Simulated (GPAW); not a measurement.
CO2:

```
CELL_PARAMETERS angstrom
-1.97473 1.97473 3.01406
1.97473 -1.97473 3.01406
1.97473 1.97473 -3.01406
ATOMIC_POSITIONS crystal
O 0.87500 0.95980 0.58480
O 0.37500 0.29020 0.41520
O 0.04020 0.62500 0.91520
O 0.70980 0.12500 0.08480
C 0.00000 0.00000 0.00000
C 0.75000 0.25000 0.50000
```

The cell comes from a database or a generator and needn't be the stable form of this composition.

Base run:

```yaml
Program: GPAW 26.7.0
Functional: LDA
Potentials_or_basis: the program's PAW data sets (release 1.2.1) made for this functional
Cutoff: 800 eV
Basis: pw
k_mesh: 6 × 6 × 6
Occupations: fermi-dirac, width 0.05 eV
Spin: no spin polarisation
```

Its results: band gap on the k mesh 7.45 eV, indirect (least direct gap 7.93 eV); pressure -13.3 GPa; largest force 0.465 eV/Å.

Problem. The run is repeated on the same cell with these changes: cutoff from 800 eV to 600 eV; k mesh from 6 × 6 × 6 to 8 × 8 × 8. What comes out?

Solution. Band gap on the k mesh 7.45 eV, indirect (least direct gap 7.93 eV); pressure -21.2 GPa; largest force 0.473 eV/Å.

Caveats: the cutoff is short for stress and forces, so pressures can be off by a GPa or more (some runs); so large a pressure means that the cell lies far from this level's equilibrium, or that cutoff or potentials fall short (some runs).
